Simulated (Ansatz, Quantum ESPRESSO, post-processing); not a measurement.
# Screening and band shifts of H-BN-H chair, 1 layer, part 6 of 6

Wanted: polarisability and gap of H-BN-H chair, 1 layer against a perpendicular field.

Quantum ESPRESSO 7.5; plane-wave DFT, vdW-DF-cx, GBRV ultrasoft pseudopotentials made under PBE; geometry and cross-check by Ansatz 0.2.0 with PAW datasets.

So far. Step 13 (Bands along a path: field -0.2 V/Å): Along this path the valence top lies at Γ and the conduction bottom at Γ. Step 14 (Density by pp.x): The density integrates to 10.000 electrons, as the 10 of the input ask.

### 17. Polarisability from the dipole between 0 and 0.1 V/A

This step gave:

```
change of slope in the vacuum : 0.10000 eV/Å
polarisability a cell         : 1.607 Å³
sheet polarisability 4πα/A    : 3.469 Å
```

Table of change of the potential energy, second field less first by z:

z (Å), change of the potential energy, second field less first (eV) and a bar from the least value:
```
      0.0     -0.391 #######
      0.5     -0.746 
      1.0     -0.696 #
      1.5     -0.646 ##
      2.0     -0.596 ###
      2.5     -0.546 ####
      3.0     -0.496 #####
      3.5     -0.446 ######
      4.0     -0.396 #######
      4.5     -0.346 ########
      5.0     -0.296 #########
      5.5     -0.247 ##########
      6.0     -0.198 ###########
      6.5     -0.150 ############
      7.0     -0.104 #############
      7.5     -0.063 ##############
      8.0     -0.031 ##############
      8.5     -0.014 ###############
      9.0     -0.007 ###############
      9.5     -0.001 ###############
     10.0      0.002 ###############
     10.5      0.014 ###############
     11.0      0.023 ###############
     11.5      0.037 ################
     12.0      0.068 ################
     12.5      0.110 #################
     13.0      0.158 ##################
     13.5      0.207 ###################
     14.0      0.257 ####################
     14.5      0.307 #####################
     15.0      0.357 ######################
     15.5      0.407 #######################
     16.0      0.457 ########################
     16.5      0.507 #########################
     17.0      0.557 ##########################
     17.5      0.607 ###########################
     18.0      0.657 ############################
     18.5      0.707 #############################
     19.0      0.757 ##############################
     19.5     -0.025 ##############
```

### 18. Dipole against field

Table of dipole along the normal, dipole moment by applied field:

```
applied field (V/Å)  dipole along the normal, dipole moment (e·Å)
             -0.200                                        -0.162
              0.000                                        -0.140
              0.100                                        -0.129
              0.200                                        -0.118
```

### 19. Cross-check with Ansatz: field 0.1 V/Å

As a check, the same structure is run in Ansatz.

Level of this step: plane-wave DFT, PBE, Ansatz PAW (Ansatz 0.2.0).

input.yaml

```yaml
crystal:
  lattice:
    - [2.5925751529, 0.0, 0.0]
    - [-1.2962875765, 2.2452359437, 0.0]
    - [0.0, 0.0, 19.6866666667]
  atoms:
    - { symbol: H, position: [0.6666666667, 0.3333333333, 0.4306164462] }
    - { symbol: "N", position: [0.6666666667, 0.3333333333, 0.4831666828] }
    - { symbol: B, position: [0.3333333333, 0.6666666667, 0.5093730976] }
    - { symbol: H, position: [0.3333333333, 0.6666666667, 0.5702403193] }
kpoints:
  mp_grid: { grid: [12, 12, 1] }
hamiltonian:
  xc: pbe
scf:
  occupations: { method: fermi_dirac, width: 0.054 }
  convergence: { dr2_threshold: 1.0e-09 }
efield:
  axis: 3
  dipole_correction: true
  ramp_position: 0.97
  ramp_width: 0.04
  amplitude: 0.1
output:
  write_potential: true
  write_density: true
  volumetric_format: npy
```

The run is started by

```bash
$ ansatz run input.yaml --threads 4 --pin off --max-ram 8192MiB --backend cpu --events-out ev --progress --plain --runs-dir out
```

Numbers of over 12 decimals in the logs are rounded to 6 here.

The log of the run:

```text
[...]
Crystal: 4 atoms, lattice volume = 114.595 Å³
Basis set: ecut = 420 eV, 2303 PW (Γ)
Bands: 9, of which v1, the nominal top of the filled ones, is band 5 counted from 1 (4 counted from 0)
Symmetry: 6 space group operations
[...]
k-points: 19 of 144 (time reversal used)
[...]
SCF iter   1: F=—  HF=-575.901544 eV  |F-HF|=—  |Δ(HF+E_count)|=         —  Δρ=6.74e-2  dr2=6.27e0  ethr=3.10e-3  p=0.013 e·Å  D=2.04e-2 V/Å  ΔV_dip=-0.40 eV  dr2_dipole=1.99e-1  V_vac-E_F(+/−)=8.50/7.18 eV  ⟨swp⟩=6.5  Hψ=1388  notcnv=0
[...]
SCF iter  10: F=-573.735102 eV  HF=-573.735102 eV  |F-HF|=2.24e-10  |Δ(HF+E_count)|=   4.78e-9  Δρ=6.23e-7  dr2=2.47e-10  ethr=1.00e-11  p=-0.131 e·Å  D=-2.07e-1 V/Å  ΔV_dip=4.08 eV  dr2_dipole=7.10e-12  V_vac-E_F(+/−)=7.54/1.74 eV  ⟨swp⟩=6.2  Hψ=1126  notcnv=0
SCF 1 converged in 10 iterations: F = -573.735102 eV  dr2 = 2.47e-10
[...]
SCF converged after 10 iterations
Free energy (F): -573.735102 eV
[...]
Internal energy: -573.735102 eV  (E = F + TS)
E sigma→0 (E₀):  -573.735102 eV
Fermi energy:    -2.673886 eV
Dipole field:    D = -0.207341 V/Å  (p = -0.131308 e·Å, saw-weighted, corrected)
Work function:   not extracted (applied field tilts the vacuum); planar V_es + V_field profile in the machine report
[...]
--- Band table (eV; the first three rows and the last of 19) ---
[...]
```

Elapsed: 1.2 s, on 4 threads of Arm Neoverse V1, shared host; peak memory 0.33 GiB.

Read from the output:

* free energy: -573.7351 eV
* Fermi energy: -2.674 eV
* gap by band count: 2.709 eV
* dipole along the normal: -0.1313 e·Å

At 0.1 V/Å Ansatz's dipole is -0.1313 e Å against -0.1293 from pw.x, under another functional.

### 20. Cross-check with Ansatz: field -0.1 V/Å

input.yaml is the input of step 19 with these lines changed:

```diff
@@ -22,3 +22,3 @@
   ramp_width: 0.04
-  amplitude: 0.1
+  amplitude: -0.1
 output:
```

The log of the run:

```text
[...]
Crystal: 4 atoms, lattice volume = 114.595 Å³
Basis set: ecut = 420 eV, 2303 PW (Γ)
Bands: 9, of which v1, the nominal top of the filled ones, is band 5 counted from 1 (4 counted from 0)
Symmetry: 6 space group operations
[...]
k-points: 19 of 144 (time reversal used)
[...]
Free energy (F): -573.763576 eV
[...]
Internal energy: -573.763576 eV  (E = F + TS)
E sigma→0 (E₀):  -573.763576 eV
Fermi energy:    -2.515135 eV
Dipole field:    D = -0.242198 V/Å  (p = -0.153382 e·Å, saw-weighted, corrected)
Work function:   not extracted (applied field tilts the vacuum); planar V_es + V_field profile in the machine report
[...]
--- Band table (eV; the first three rows and the last of 19) ---
[...]
[key lines of the parts left out:]
SCF converged after 10 iterations
```

Run time: 1.2 s. Hardware: 4 threads; peak memory 0.33 GiB.

This step gave:

- free energy: -573.7636 eV
- Fermi energy: -2.515 eV
- gap by band count: 3.040 eV
- dipole along the normal: -0.1534 e·Å

### 21. Dipole against field, Ansatz

Table of dipole along the normal, dipole moment by applied field:

```
applied field (V/Å)  dipole along the normal, dipole moment (e·Å)
            -0.1000                                        -0.153
             0.0000                                        -0.142
             0.1000                                        -0.131
```

### 22. SCF with pw.x, with smearing = gaussian and degauss = 0.05

A sensitivity test on the input.

Level of this step: plane-wave DFT, vdW-DF-cx, GBRV ultrasoft pseudopotentials made under PBE (Quantum ESPRESSO 7.5). input_dft overrides the functional of the files.

f1.w0.in

```
&control
  prefix = 'f1.w0'
  outdir = './out'
  pseudo_dir = './pseudo'
  calculation = 'scf'
  tprnfor = .true.
  tefield = .true.
  dipfield = .true.
/
&system
  ibrav = 0
  nat = 4
  ntyp = 3
  ecutwfc = 40
  ecutrho = 200
  input_dft = 'vdw-df-cx'
  occupations = 'smearing'
  smearing = 'gaussian'
  degauss = 0.05
  edir = 3
  emaxpos = 0.97
  eopreg = 0.04
  eamp = 0.00194469
/
&electrons
  conv_thr = 1e-09
  mixing_beta = 0.4
  electron_maxstep = 120
  mixing_mode = 'plain'
/
ATOMIC_SPECIES
  H   1.0080  h_pbe_v1.4.uspp.F.UPF
  N   14.0070  n_pbe_v1.2.uspp.F.UPF
  B   10.8100  b_pbe_v1.4.uspp.F.UPF
CELL_PARAMETERS angstrom
  2.59257515293350 0.00000000000000 0.00000000000000
  -1.29628757646675 2.24523594366074 0.00000000000000
  0.00000000000000 0.00000000000000 19.68666666670000
ATOMIC_POSITIONS crystal
  H   0.666666666667 0.333333333333 0.430616446185
  N   0.666666666667 0.333333333333 0.483166682768
  B   0.333333333333 0.666666666667 0.509373097598
  H   0.333333333333 0.666666666667 0.570240319349
K_POINTS automatic
  12 12 1 0 0 0
```

The run is started by

```bash
$ OMP_NUM_THREADS=1 mpirun -n 4 pw.x -nk 4 -in f1.w0.in > f1.w0.out
```

The log of the run:

```text
[banner, memory and clock lines left out]
Program PWSCF v.7.5 starts
[citation notice left out]

[...]
bravais-lattice index     =            0
     lattice parameter (alat)  =       4.8993  a.u.
     unit-cell volume          =     773.3251 (a.u.)^3
     number of atoms/cell      =            4
     number of atomic types    =            3
     number of electrons       =        10.00
     number of Kohn-Sham states=            9
     kinetic-energy cutoff     =      40.0000  Ry
     charge density cutoff     =     200.0000  Ry
     scf convergence threshold =      1.0E-09
     mixing beta               =       0.4000
     number of iterations used =            8  plain     mixing
     Exchange-correlation= VDW-DF-CX
                           (   1   4  27   0   1   0   0)

[...]
PseudoPot. # 1 for H  read from file:
     ./pseudo/h_pbe_v1.4.uspp.F.UPF
     Pseudo is Ultrasoft, Zval =  1.0
     Generated by new atomic code, or converted to UPF format
     Using radial grid of  615 points,  2 beta functions with:
                l(1) =   0
                l(2) =   0
     Q(r) pseudized with  8 coefficients,  rinner =    0.700

     PseudoPot. # 2 for N  read from file:
     ./pseudo/n_pbe_v1.2.uspp.F.UPF
     Pseudo is Ultrasoft + core correction, Zval =  5.0
     Generated by new atomic code, or converted to UPF format
     Using radial grid of  729 points,  4 beta functions with:
                l(1) =   0
                l(2) =   0
                l(3) =   1
                l(4) =   1
     Q(r) pseudized with  8 coefficients,  rinner =    0.900   0.900   0.900

     PseudoPot. # 3 for B  read from file:
     ./pseudo/b_pbe_v1.4.uspp.F.UPF
     Pseudo is Ultrasoft + core correction, Zval =  3.0
     Generated by new atomic code, or converted to UPF format
     Using radial grid of  781 points,  4 beta functions with:
                l(1) =   0
                l(2) =   0
                l(3) =   1
                l(4) =   1
     Q(r) pseudized with  8 coefficients,  rinner =    1.100   1.100   1.100

     atomic species   valence    mass     pseudopotential
     H                 1.00     1.00800     H ( 1.00)
     N                 5.00    14.00700     N ( 1.00)
     B                 3.00    10.81000     B ( 1.00)

     No symmetry found

[...]
number of k points=    74  Gaussian smearing, width (Ry)=  0.0500
[...]
Dense  grid:    36719 G-vectors     FFT dimensions: (  24,  24, 180)

     Smooth grid:    26249 G-vectors     FFT dimensions: (  20,  20, 150)

     Initial potential from superposition of free atoms

     starting charge       9.9997, renormalised to      10.0000

     negative rho (up, down):  6.009E-05 0.000E+00

     %%%%%%%%%%%%%%%%%%%%%%%%%%%%%%%%%%%%%%%%%%%%%%%%%%%%%%%%%%%%%%%%%%%%%%%%
     %                                                                      %
     % You are using vdW-DF, which was implemented by the Thonhauser group. %
     % possible and the two reviews that describe the various versions:     %
     %                                                                      %
     %                                                                      %
     % If you are calculating stress with vdW-DF, please also cite:         %
     %                                                                      %
     %                                                                      %
     %%%%%%%%%%%%%%%%%%%%%%%%%%%%%%%%%%%%%%%%%%%%%%%%%%%%%%%%%%%%%%%%%%%%%%%%

     %%%%%%%%%%%%%%%%%%%%%%%%%%%%%%%%%%%%%%%%%%%%%%%%%%%%%%%%%%%%%%%%%%%%%%%%
     %                                                                      %
     %  vdW-DF NEWS:                                                        %
     %                                                                      %
     %  * vdW-DF3 is now available. DOI: 10.1021/acs.jctc.0c00471           %
     %    use with input_dft = 'vdW-DF3-opt1' or 'vdW-DF3-opt2'             %
     %                                                                      %
     %  * Unscreened and range-separated hybrid vdW-DF-cx functionals       %
     %    DOI: 10.1063/1.4986522 and 10.1088/1361-648X/ac2ad2               %
     %    use with input_dft = 'vdW-DF-cx0'    and 'vdW-DF-ahcx'            %
     %  * Unscreened and range-separated hybrid vdW-DF2-b86r functionals    %
     %    DOI: 10.1063/1.4986522 and DOI: 10.1103/PhysRevX.12.041003        %
     %    use with input_dft = 'vdW-DF2-br0' and 'vdW-DF2-ahbr'             %
     %                                                                      %
     %%%%%%%%%%%%%%%%%%%%%%%%%%%%%%%%%%%%%%%%%%%%%%%%%%%%%%%%%%%%%%%%%%%%%%%%

     Adding external electric field

     Computed dipole along edir(3) :
        Dipole                0.0002 Ry au,          0.0004 Debye
        Dipole field          0.0000 Ry au,

        E field amplitude [Ha a.u.]:  1.9447E-03
        Potential amp.        0.1387 Ry
        Total length         35.7143 bohr

     Starting wfcs are   10 randomized atomic wfcs

     per-process dynamical memory:    31.5 Mb

     Self-consistent Calculation

     iteration #  1     ecut=    40.00 Ry     beta= 0.40
     Davidson diagonalization with overlap
     ethr =  1.00E-02,  avg # of iterations =  4.2

     negative rho (up, down):  1.005E-04 0.000E+00

     Adding external electric field

     Computed dipole along edir(3) :
        Dipole               -0.3623 Ry au,         -0.9210 Debye
        Dipole field         -0.0059 Ry au,

        E field amplitude [Ha a.u.]:  1.9447E-03
        Potential amp.        0.5595 Ry
        Total length         35.7143 bohr

     total energy              =     -28.94685510 Ry
     estimated scf accuracy    <       0.46453307 Ry

     iteration #  2     ecut=    40.00 Ry     beta= 0.40
[...]
negative rho (up, down):  1.537E-04 0.000E+00

[...]
Dipole               -0.1932 Ry au,         -0.4910 Debye
[...]
E field amplitude [Ha a.u.]:  1.9447E-03
[...]
total energy              =     -29.00589081 Ry
     estimated scf accuracy    <       0.06315287 Ry

     iteration #  3     ecut=    40.00 Ry     beta= 0.40
[...]
negative rho (up, down):  2.009E-04 0.000E+00

[...]
Dipole               -0.2621 Ry au,         -0.6662 Debye
[...]
E field amplitude [Ha a.u.]:  1.9447E-03
[...]
total energy              =     -29.00791596 Ry
     estimated scf accuracy    <       0.01702965 Ry

     iteration #  4     ecut=    40.00 Ry     beta= 0.40
[...]
negative rho (up, down):  2.072E-04 0.000E+00

[...]
Dipole               -0.2416 Ry au,         -0.6142 Debye
[...]
E field amplitude [Ha a.u.]:  1.9447E-03
[...]
total energy              =     -29.00918899 Ry
     estimated scf accuracy    <       0.00181456 Ry

     iteration #  5     ecut=    40.00 Ry     beta= 0.40
[...]
negative rho (up, down):  2.118E-04 0.000E+00

[...]
Dipole               -0.2436 Ry au,         -0.6191 Debye
[...]
E field amplitude [Ha a.u.]:  1.9447E-03
[...]
total energy              =     -29.00939362 Ry
     estimated scf accuracy    <       0.00008691 Ry

     iteration #  6     ecut=    40.00 Ry     beta= 0.40
[...]
negative rho (up, down):  2.133E-04 0.000E+00

[...]
Dipole               -0.2419 Ry au,         -0.6148 Debye
[...]
E field amplitude [Ha a.u.]:  1.9447E-03
[...]
total energy              =     -29.00940535 Ry
     estimated scf accuracy    <       0.00000704 Ry

[...]
iteration #  9     ecut=    40.00 Ry     beta= 0.40
[...]
negative rho (up, down):  2.179E-04 0.000E+00

[...]
Dipole               -0.2420 Ry au,         -0.6151 Debye
[...]
E field amplitude [Ha a.u.]:  1.9447E-03
[...]
total energy              =     -29.00940723 Ry
     estimated scf accuracy    <       0.00000010 Ry

     iteration # 10     ecut=    40.00 Ry     beta= 0.40
[...]
negative rho (up, down):  2.185E-04 0.000E+00

[...]
Dipole               -0.2420 Ry au,         -0.6151 Debye
[...]
E field amplitude [Ha a.u.]:  1.9447E-03
[...]
total energy              =     -29.00940725 Ry
     estimated scf accuracy    <          1.1E-09 Ry

     iteration # 11     ecut=    40.00 Ry     beta= 0.40
[...]
negative rho (up, down):  2.187E-04 0.000E+00

[...]
Dipole               -0.2420 Ry au,         -0.6150 Debye
[...]
E field amplitude [Ha a.u.]:  1.9447E-03
[...]
total energy              =     -29.00940730 Ry
     estimated scf accuracy    <          2.9E-09 Ry

     iteration # 12     ecut=    40.00 Ry     beta= 0.40
[...]
negative rho (up, down):  2.194E-04 0.000E+00

[...]
Dipole               -0.2420 Ry au,         -0.6151 Debye
[...]
E field amplitude [Ha a.u.]:  1.9447E-03
[...]
End of self-consistent calculation

          k = 0.0000 0.0000 0.0000 (  3267 PWs)   bands (ev):

   -21.5881 -12.3220  -5.7792  -4.1571  -4.1571  -1.8570  -0.7754   0.9194
     2.8581

          k = 0.0000 0.0962 0.0000 (  3237 PWs)   bands (ev):

   -21.4616 -12.2018  -5.6934  -4.7677  -4.3639  -1.6730  -0.5837   1.1054
     3.0579

[...]
the Fermi energy is    -2.9505 ev

!    total energy              =     -29.00940728 Ry
     estimated scf accuracy    <          1.1E-10 Ry
     smearing contrib. (-TS)   =      -0.00011571 Ry
     internal energy E=F+TS    =     -29.00929157 Ry

     The total energy is F=E-TS. E is the sum of the following terms:
     one-electron contribution =    -281.34047649 Ry
     hartree contribution      =     142.66315869 Ry
     xc contribution           =      -9.87040313 Ry
     ewald contribution        =     119.53653673 Ry
     electric field correction =       0.00189265 Ry

     convergence has been achieved in  12 iterations

     negative rho (up, down):  2.194E-04 0.000E+00

     Forces acting on atoms (cartesian axes, Ry/au):

     atom    1 type  1   force =    -0.00000000   -0.00000000   -0.01814762
     atom    2 type  2   force =    -0.00000001    0.00000000    0.01626182
     atom    3 type  3   force =     0.00000001   -0.00000000   -0.00235786
     atom    4 type  1   force =     0.00000000    0.00000000    0.00424366

     Total force =     0.024847     Total SCF correction =     0.000030

[...]
```

It took 26 s on 4 MPI ranks; peak memory 0.3 GiB; 1.7 min of CPU time.

The changed values were drawn from a wide range, not chosen for quality; the comparison shows what they did here together.

Beside the run it was changed from:

```
                     quantity   this run  unchanged run  difference
dipole along the normal (e·Å)    -0.1281        -0.1293      0.0012
             free energy (eV)  -394.6931      -394.6929     -2.2e-4
                wall time (s)         26             23            
               SCF iterations         12              7
```

The free energy moves by -0.056 meV an atom.

This run starts from superposed atoms, the unchanged one from a saved density, so their iteration counts don't compare.

The physical values in this table move by up to 0.93 %.

### 23. A check by hand

α = Δp/E = (-0.12927 − (-0.14043)) e Å / 0.1 V/Å = 0.1116 e Å²/V; times e/(4πε₀) = 14.40 V Å this is 1.607 Å³. With A = 5.821 Å², 4πα/A = 3.469 Å.

### 24. What came out

```yaml
polarisability_along_the_normal_a_cell: 1.61 Å³
sheet_polarisability_4pi_alpha_a: 3.47 Å
dipole_without_a_field: -0.140 e·Å
kohn_sham_ionisation_potential_upper_face: 8.30 eV
gap_along_the_path_at_0_v_a: 2.51 eV
gap_along_the_path_at_0p2_v_a: 2.05 eV
gap_along_the_path_at_minus_0p2_v_a: 2.85 eV
```

In words: The sheet answers a field with a polarisability of 1.61 Å³ a cell, or 4πα/A = 3.47 Å (vdW-DF-cx, GBRV ultrasoft (made under PBE)). In pw.x the dipole follows the field linearly over the range tried. A perfect conductor 3.47 Å thick would screen alike; the outer atoms lie 2.75 Å apart. At 0.1 V/Å the sheet takes 0.347 eV off the potential drop. At 0.2 V/Å the gap along the path goes from 2.51 to 2.05 eV. Quantum ESPRESSO and Ansatz give 1.607 and 1.589 Å³ for the polarisability (pw.x from 0 and 0.1 V/Å, Ansatz from ±0.1 V/Å, under PBE), which agree. The ions stay at their zero-field places, so this is the electrons' response alone. Semilocal gaps are too small, and in strong fields empty levels can belong to the vacuum.

[Logs are printed without paths, hosts, clocks, repeated set-up lines and the standing remarks that a program may print on its own settings, such as how far it seeks lower states.]

[Hosts, paths, dates, database ids (printed as entryN), source tags and the programs' standing remarks are cut or masked in the printed files.]

[Maps of the electrostatic potential energy from Ansatz leave out the sawtooth potential of an applied field or a dipole correction, so their vacuum need not be flat; planar profiles and work functions include it.]
